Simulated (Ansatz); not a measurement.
**Zn: a fit and a missing row**

Zn, P6_3/mmc, a = 2.633 Å, c = 5.108 Å. Ansatz: PBE, PAW, 420 eV, Γ-centred 18×18×8 mesh on 2 atoms, Gaussian smearing 0.10 eV; no spin polarisation. Shape and atoms are relaxed at each volume; pressure is positive in compression.

```tsv
V (Å³/atom)	P (GPa)
14.418	3.96
14.878	2.01
15.338	-0.01
15.799	-1.75
16.259	?
```

**Question.** Take V0 = 15.338 Å³/atom, count pressures from its P0 = -0.01 GPa, fit the third-order Birch–Murnaghan form to the other rows, and predict the missing pressure.

**Answer.** With the Eulerian strain f = ½[(V0/V)^(2/3) − 1] and y = (P − P0)/[3f(1 + 2f)^(5/2)], the form is the line y = B0 + 1.5 B0 (B0′ − 4) f. Rows (f, y): 0.02105, 56.7; 0.01025, 62.4; -0.00977, 62.4. Means f = 0.007177, y = 60.500; Σ(Δf)² = 0.0004891, ΣΔfΔy = -0.07908; the slope is their ratio. y = 61.66 − 161.7 f GPa, so B0 = 61.7 GPa and B0′ = 4 + 2 × (-161.7)/(3 × 61.66) = 2.25. At V = 16.259, f = -0.01906, y = 64.74 and P = -3.37 GPa. The run gave -3.10 GPa, so the fit is 0.27 GPa too low, 3.8 % of the span of the series, against an rms of 0.08 GPa on the fitted rows. The row lies outside the fitted range. The records show no cause, and too few rows are left to test a further term.